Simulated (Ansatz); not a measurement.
Set up this calculation in Ansatz 0.2.0, as the native input.

```
Task                : single point
Functional          : PBE
Potentials or basis : Ansatz PAW
Cutoff              : 420 eV (not typed: the program's choice for these potentials)
k mesh              : 8 × 8 × 5
Occupations         : fermi-dirac, width 0.05 eV
Spin                : collinear spin, ferromagnetic start
Starting moments    : [0.0, 0.0, 1.0, 1.0] μB
```

Crystal: NiSb (Breithauptite).

```
Sb Ni
1.0
     3.92800    0.00000    0.00000
    -1.96400    3.40175    0.00000
     0.00000    0.00000    5.12000
Sb Ni
2 2
Direct
  0.66532 0.33526 0.75369
  0.33953 0.66691 0.24493
  0.00167 0.01462 0.50260
  0.99724 0.99659 0.99519
```

The cell isn't the ideal one: atoms moved at random, drawn with an rms of 0.05 Å.

These files were run (other wordings do the same):

input.yaml

```yaml
crystal:
  lattice:
    - [3.928, 0.0, 0.0]
    - [-1.964, 3.4017477861, 0.0]
    - [0.0, 0.0, 5.12]
  atoms:
    - { symbol: Sb, position: [0.665317, 0.335262, 0.753685] }
    - { symbol: Sb, position: [0.339528, 0.666914, 0.244929] }
    - { symbol: Ni, position: [0.001672, 0.014619, 0.502602], spin: 1.0 }
    - { symbol: Ni, position: [-0.002764, -0.003411, -0.004813], spin: 1.0 }
hamiltonian:
  xc: pbe
  pseudopotentials: { kind: paw }
magnetization:
  spin_polarized: true
kpoints:
  mp_grid: { grid: [8, 8, 5] }
scf:
  occupations: { method: fermi_dirac, width: 0.05 }
output:
  forces: true
  stress: true
  eigenvalues: true
```

Potentials or basis: Ansatz PAW.

Run with:

```console
$ ansatz run input.yaml --threads 2 --pin off --max-ram 5120MiB --backend cpu --events-out ev --progress --plain --runs-dir out
```

It gave:

| Quantity | Value |
| --- | --- |
| Pressure | 3.9 GPa |
| Largest force | 0.360 eV/Å |
| Band gap on the k mesh | none (metal or under the smearing width) |
| Net moment | 0.00 μB per cell |
| Absolute moment | 0.00 μB per cell |

Caveat: the starting moments weren't kept.

It took 86 s on 2 threads of Arm Neoverse V1 (shared host), peak memory 0.82 GiB.
